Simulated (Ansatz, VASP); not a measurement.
# Cu: VASP beside Ansatz

The input INCAR:

```
SYSTEM = Cu
PREC = Accurate
ENCUT = 520
EDIFF = 1E-7
ISMEAR = 0
SIGMA = 0.15
LREAL = .False.
LASPH = .True.
NELM = 80
ALGO = Normal
ISIF = 2
LWAVE = .False.
LCHARG = .True.
GGA = PE
LELF = .True.
LVHAR = .True.
NBANDS = 12
```

The input KPOINTS:

```
regular mesh
0
Gamma
  24 24 24
  0 0 0
```

File POSCAR:

```
Cu
1.0
    0.0000000000      1.8075000000      1.8075000000
    1.8075000000      0.0000000000      1.8075000000
    1.8075000000      1.8075000000      0.0000000000
Cu
1
Direct
    0.0000000000      0.0000000000      0.0000000000
```

Input for Ansatz:

```yaml
crystal:
  lattice:
    - [0.0, 1.8075, 1.8075]
    - [1.8075, 0.0, 1.8075]
    - [1.8075, 1.8075, 0.0]
  atoms:
    - { symbol: Cu, position: [0.0, 0.0, 0.0] }
basis:
  ecutwfc: 650.0
kpoints:
  mp_grid: { grid: [24, 24, 24] }
hamiltonian:
  xc: pbe
scf:
  occupations: { method: gaussian, width: 0.15 }
output:
  forces: true
  stress: true
  eigenvalues: true
  write_density: true
  write_potential: true
  elf: true
  volumetric_format: npy
```

Alike in both runs: task single point; functional PBE; k mesh 24 × 24 × 24; occupations gaussian, width 0.15 eV; no spin polarisation.

```csv
,VASP,Ansatz
version,VASP 6.6.1,Ansatz 0.2.0
potentials or method,"VASP PAW PBE potentials, release 64 (Cu)","scalar-relativistic, plane waves, PAW"
plane-wave cutoff (eV),520,650
valence electrons in the cell,11,19
```

Ansatz gave:

| Quantity | Value |
| --- | --- |
| gap on the k mesh at the Fermi level (eV) | none |
| pressure (GPa) | 1.7 |

Question: Which values does VASP return?

Answer: gap on the k mesh at the Fermi level (eV): none; pressure (GPa): 2.3.

A gap of «none» marks a metal or a gap that the smearing closes. With one functional, cell and mesh, what is left measures potentials, basis and numerics. The two sets of potentials don't hold the same shells in valence.
